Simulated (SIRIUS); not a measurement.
The system is CuO.

```xyz
2
Lattice="2.8363 0.0000 0.0000 -1.4182 2.4563 0.0000 0.0000 0.0000 2.7681" Properties=species:S:1:pos:R:3 pbc="T T T"
Cu    0.0000    0.0000    0.0000
O     1.4182    0.8188    1.3841
```

Measurements of this composition are mostly on another form, of space group No. 15.

| Property | Result |
| --- | --- |
| Program | SIRIUS 7.10.0 |
| Task | single point |
| Functional | PBE |
| Potentials or basis | PseudoDojo 0.4.1 PBE standard (scalar relativistic) |
| Cutoff | 1254 eV |
| Density cutoff | 5016 eV |
| k mesh | 11 × 11 × 10 |
| Occupations | fermi-dirac, width 0.05 eV |
| Spin | no spin polarisation |

On this cell: pressure -0.8 GPa; largest force under 0.003 eV/Å; band gap on the k mesh none (metal or under the smearing width).

The same run follows on a disturbed copy (atoms moved at random, drawn with an rms of 0.05 Å):

```
Cu O
1.0
     2.83633    0.00000    0.00000
    -1.41816    2.45633    0.00000
     0.00000    0.00000    2.76811
Cu O
1 1
Direct
  0.01187 0.00460 0.98089
  0.64528 0.32784 0.50761
```

Question: What does the disturbed cell give?

Answer: The energy (extrapolated to zero smearing) moves by +3.1 meV/atom; pressure 0.1 GPa; largest force 0.271 eV/Å; band gap on the k mesh none (metal or under the smearing width).

Forces in eV/Å, atoms in the order of the input:
```
Cu   0.038 -0.030  0.267
O   -0.038  0.030 -0.267
```

Stress tensor (GPa, compression positive):
```
 3.67 -0.37 -0.79
-0.37  3.31 -0.29
-0.79 -0.29 -6.69
```

Caveats: an odd number of electrons without spin polarisation forces a metal; a magnetic or distorted state may lie lower; the run has no spin polarisation, though such a crystal can be magnetic; semilocal functionals often make such compounds metallic where correlation or magnetic order opens a gap, which also shifts bond lengths.
